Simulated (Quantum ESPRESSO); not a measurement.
The system is CdF2.

```
Cd F
1.0
     0.00000    2.69400    2.69400
     2.69400    0.00000    2.69400
     2.69400    2.69400    0.00000
Cd F
1 2
Direct
  0.00000 0.00000 0.00000
  0.75000 0.75000 0.75000
  0.25000 0.25000 0.25000
```

* Program: Quantum ESPRESSO 7.5
* Task: single point
* Functional: PBE
* Potentials or basis: SSSP 1.3 efficiency PBE
* Cutoff: 816 eV
* Density cutoff: 6531 eV
* k mesh: 9 × 9 × 9
* Occupations: fermi-dirac, width 0.05 eV
* Spin: no spin polarisation

On this cell: pressure 5.9 GPa; largest force zero by symmetry; band gap on the k mesh 3.08 eV, indirect (least direct gap 3.51 eV).

The same run follows on a disturbed copy (atoms moved at random, drawn with an rms of 0.05 Å):

```
Cd F
1.0
     0.00000    2.69400    2.69400
     2.69400    0.00000    2.69400
     2.69400    2.69400    0.00000
Cd F
1 2
Direct
  0.00158 0.99951 0.01010
  0.76521 0.75266 0.74915
  0.27464 0.23776 0.23702
```

Problem. What does the disturbed cell give?

Solution. The energy moves by +7.6 meV/atom; pressure 6.3 GPa; largest force 0.421 eV/Å; band gap on the k mesh 3.06 eV, indirect (least direct gap 3.45 eV).

Forces in eV/Å, atoms in the order of the input:
```
Cd  -0.320  0.048  0.216
F   -0.095 -0.021 -0.155
F    0.415 -0.027 -0.061
```

Stress tensor (GPa, compression positive):
```
 6.33  0.11 -0.17
 0.11  6.29  0.80
-0.17  0.80  6.23
```

Caveats: an odd mesh through Γ misses points on the zone boundary, where band edges often lie.
